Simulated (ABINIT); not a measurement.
Crystal: Si2W.

```
W Si
1.0
    -1.60690    1.60690    3.91495
     1.60690   -1.60690    3.91495
     1.60690    1.60690   -3.91495
W Si
1 2
Direct
  0.00000 0.00000 0.00000
  0.66530 0.66530 0.00000
  0.33470 0.33470 0.00000
```

```yaml
Program: ABINIT 10.8.3 (patched build)
Task: relaxation of cell and atoms
Functional: AM05
Potentials_or_basis: JTH PAW PBE v2.0
Cutoff: 517 eV
k_mesh: 8 × 8 × 8
Occupations: fermi-dirac, width 0.05 eV
Spin: no spin polarisation
```

At the start: pressure -3.4 GPa; volume 13.48 Å³/atom.

Task: Where does the relaxation end?

Result: Over 7 steps the energy falls by 2.2 meV/atom and the volume is 13.28 Å³/atom (-1.5 %); space group I4/mmm (No. 139, to 0.05 Å).

The path:
```
step  energy change (eV)  largest force (eV/Å)  pressure (GPa)  volume (Å³)
   1              0.0000                0.0037           -3.43        40.44
   2             -0.0060                0.0296           -1.01        40.01
   3             -0.0066                0.0317            0.04        39.83
   4             -0.0066                0.0242            0.05        39.83
   5             -0.0067                0.0087            0.00        39.83
   6             -0.0067                0.0051            0.00        39.83
   7             -0.0067                0.0001            0.00        39.83
```

Final structure:
```yaml
crystal:
  lattice:
    - [-1.59756, 1.59756, 3.90158]
    - [1.59756, -1.59756, 3.90158]
    - [1.59756, 1.59756, -3.90158]
  atoms:
    - { symbol: W, position: [0.00000, 0.00000, 0.00000] }
    - { symbol: Si, position: [0.66555, 0.66555, 0.00000] }
    - { symbol: Si, position: [0.33445, 0.33445, 0.00000] }
```

Caveat: the PAW data sets were made with another functional, which shifts forces and pressure a little.
